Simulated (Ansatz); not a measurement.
**Ionic part of the dielectric constant of MgO at 3 GPa, mode by mode**

Level of theory: DFT PBE, scalar-relativistic, plane waves, PAW (Ansatz 0.2.0). Plane waves to 420 eV; Γ-centred k mesh 10×10×10; fixed occupations. No spin polarisation. Phonons by linear response, acoustic sum rule imposed.

The structure is cubic, space group Fm-3m (No. 225). Conventional cell: a = 4.226 Å, b = 4.226 Å, c = 4.226 Å, α = 90.00°, β = 90.00°, γ = 90.00°. Around Mg (site symmetry m-3m) lie 6 O at 2.11 Å. O (site symmetry m-3m) has 6 Mg at 2.11 Å as nearest neighbours.

The primitive cell has V = 18.87 Å³ and ε∞,zz = 3.216. Each polar mode adds Δε = (4.92064×10⁷/V)·S/ν² along z, with S its oscillator strength in e²/amu, ν in cm⁻¹ and V in Å³.

Task: From these modes, find each Δε and ε0,zz.
```tsv
ν (cm⁻¹)	S_zz (e²/amu)
382.6	0.4105
```

Result:
| ν (cm⁻¹) | Δε |
| --- | --- |
| 382.6 | 7.31 |

The sum is 7.309, so ε0,zz = 10.52; the run's tensor has 10.52.

Task: Where do the longitudinal modes lie for a wave vector along z?

Result: At 692 cm⁻¹. The Lyddane–Sachs–Teller product Π(ν_LO/ν_TO)² = 3.27 matches ε0/ε∞ = 3.27.

Cost: 1 run of about 0.088 core-minutes, on Intel Xeon 6975P-C (Granite Rapids) (shared hosts).

The lattice contributes more than twice as much to the static dielectric constant of MgO as the electrons do: 7.31 against an ε∞ of 3.216. All of it comes from the one polar optical mode of rocksalt, in which the Mg and O sublattices move against each other. With the reduced mass of the pair, the oscillator strength implies a Born charge close to the formal divalent one, as expected for a strongly ionic oxide with little dynamical charge transfer. The wide gap keeps electronic screening weak, so the macroscopic field lifts the longitudinal mode far above the transverse one, to 692 cm⁻¹.

The transverse frequency is lower than measured even at ambient pressure, although compression should harden it, and ε0 is correspondingly too high. The likely cause is PBE's underbinding, which leaves the cell too large and the short-range restoring force too soft; since Δε varies as 1/ν², the error is amplified. The Lyddane–Sachs–Teller agreement confirms internal consistency, not accuracy against experiment.
